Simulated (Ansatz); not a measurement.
# K7Cl8: the cost of one run

All numbers below are computed with Ansatz 0.2.0 (DFT PBEsol, plane waves, PAW, scalar-relativistic, no spin polarisation).

The COD cell was measured well above room temperature, so it is larger than a cold one.

## 1. The structure to begin with

The cell holds 15 atoms (Cl8K7): a = 8.874 Å, b = 8.874 Å, c = 8.874 Å, α = 60.00°, β = 60.00°, γ = 60.00°.

Structure file:

```xyz
15
Lattice="0.0000 6.2747 6.2747 6.2747 0.0000 6.2747 6.2747 6.2747 0.0000" Properties=species:S:1:pos:R:3 pbc="T T T"
K     0.0000    0.0000    0.0000
Cl    3.1374    3.1374    3.1374
Cl    6.2747    6.2747    3.1374
K     3.1374    0.0000    3.1374
Cl    6.2747    3.1374    6.2747
K     6.2747    3.1374    3.1374
Cl    9.4121    6.2747    6.2747
K     0.0000    3.1374    3.1374
Cl    3.1374    6.2747    6.2747
K     3.1374    6.2747    3.1374
Cl    6.2747    9.4121    6.2747
K     3.1374    3.1374    6.2747
Cl    6.2747    6.2747    9.4121
K     6.2747    6.2747    6.2747
Cl    9.4121    9.4121    9.4121
```

## 2. Run 1

260 steps of 2 fs under a Langevin thermostat at 1200 K.

Input file input.yaml:

```yaml
accuracy: low
crystal:
  lattice:
    - [0.0, 6.274726, 6.274726]
    - [6.274726, 0.0, 6.274726]
    - [6.274726, 6.274726, 0.0]
  atoms:
    - { symbol: K, position: [0.0, 0.0, 0.0] }
    - { symbol: Cl, position: [0.25, 0.25, 0.25] }
    - { symbol: Cl, position: [0.25, 0.25, 0.75] }
    - { symbol: K, position: [0.0, 0.5, 0.0] }
    - { symbol: Cl, position: [0.25, 0.75, 0.25] }
    - { symbol: K, position: [0.0, 0.5, 0.5] }
    - { symbol: Cl, position: [0.25, 0.75, 0.75] }
    - { symbol: K, position: [0.5, 0.0, 0.0] }
    - { symbol: Cl, position: [0.75, 0.25, 0.25] }
    - { symbol: K, position: [0.5, 0.0, 0.5] }
    - { symbol: Cl, position: [0.75, 0.25, 0.75] }
    - { symbol: K, position: [0.5, 0.5, 0.0] }
    - { symbol: Cl, position: [0.75, 0.75, 0.25] }
    - { symbol: K, position: [0.5, 0.5, 0.5] }
    - { symbol: Cl, position: [0.75, 0.75, 0.75] }
basis:
  ecutwfc: 420.0
kpoints:
  mp_grid: { grid: [1, 1, 1] }
hamiltonian:
  xc: pbesol
scf:
  occupations: { method: fermi_dirac, width: 0.05 }
  lower_state_search: "off"
md:
  timestep: 2
  n_steps: 260
  ensemble: nvt_langevin
  temperature: 1200.0
  initial_velocities: maxwell_boltzmann
  seed: 779951
  friction: 0.005
```

The run is started by

```bash
ansatz run input.yaml --threads 1 --pin off --max-ram 3072MiB --backend cpu --events-out ev --progress --plain --runs-dir out
```

Q: Estimate wall time and peak memory on 1 thread of Intel Xeon Platinum 8259CL at 2.50GHz (Skylake/Cascade Lake), shared host.

About 15 min, with a peak of 0.63 GiB.
